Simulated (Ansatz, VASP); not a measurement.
**Two plane-wave programs on SrCl2**

```
Sr Cl
1.0
     0.00000    3.49765    3.49765
     3.49765    0.00000    3.49765
     3.49765    3.49765    0.00000
Sr Cl
1 2
Direct
  0.00000 0.00000 0.00000
  0.25000 0.25000 0.25000
  0.75000 0.75000 0.75000
```

Alike in both runs: task single point; functional PBE; dispersion D3(BJ); k mesh 4 × 4 × 4; no spin polarisation.

```csv
,VASP,Ansatz
version,VASP 6.6.1,Ansatz 0.2.0
potentials or method,"VASP PAW PBE potentials, release 64 (Sr_sv, Cl)",plane waves
plane-wave cutoff (eV),520,420
occupations,"gaussian, width 0.01 eV",fixed
valence electrons in the cell,24,24
```

|  | VASP | Ansatz | Ansatz less VASP |
| --- | --- | --- | --- |
| gap on the k mesh at the Fermi level (eV) | 5.31 | 5.31 | +0.005 |
| pressure (GPa) | -0.5 | -0.6 | -0.08 |
| dispersion energy (meV/atom) | -219.6 | -219.7 | -0.06 |

A k mesh can miss the band edges. A hybrid or GW would open this gap; PBE tends to underestimate it.
